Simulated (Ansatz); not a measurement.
# Which form of NaCl under pressure?

Method: DFT PBE+D3(BJ), scalar-relativistic, plane waves, PAW (Ansatz 0.2.0). Settings: cutoff 420 eV, Γ-centred meshes spaced at most about 0.3 Å⁻¹ (2π included), Gaussian smearing. No spin polarisation.

All energies are static (0 K, no zero-point motion). All cells are relaxed at this level.

```json
{"form": "A", "space group": "Fm-3m (No. 225)", "conventional cell": "a = 5.581 Å", "V (Å³/atom)": "21.73", "E over A (meV/atom)": "0"}
{"form": "B", "space group": "Pm-3m (No. 221)", "conventional cell": "a = 3.431 Å", "V (Å³/atom)": "20.19", "E over A (meV/atom)": "139"}
```

**Question.** Estimate the pressure at which B overtakes A in enthalpy, neglecting compression.

**Answer.** With H = E + PV and fixed volumes, the enthalpies cross at P = ΔE/(V_A − V) for a denser form of volume V). For B: 0.139 eV / 1.54 Å³ = 0.0903 eV/Å³ = 14 GPa. (1 eV/Å³ = 160.2 GPa.) The more open form is usually the softer one, so ΔV shrinks under load and the true crossing tends to lie higher; dense phases that weren't computed may step in before it.

Origin: A, reached from a Materials Project cell; B, reached from a cell as deposited in COD.
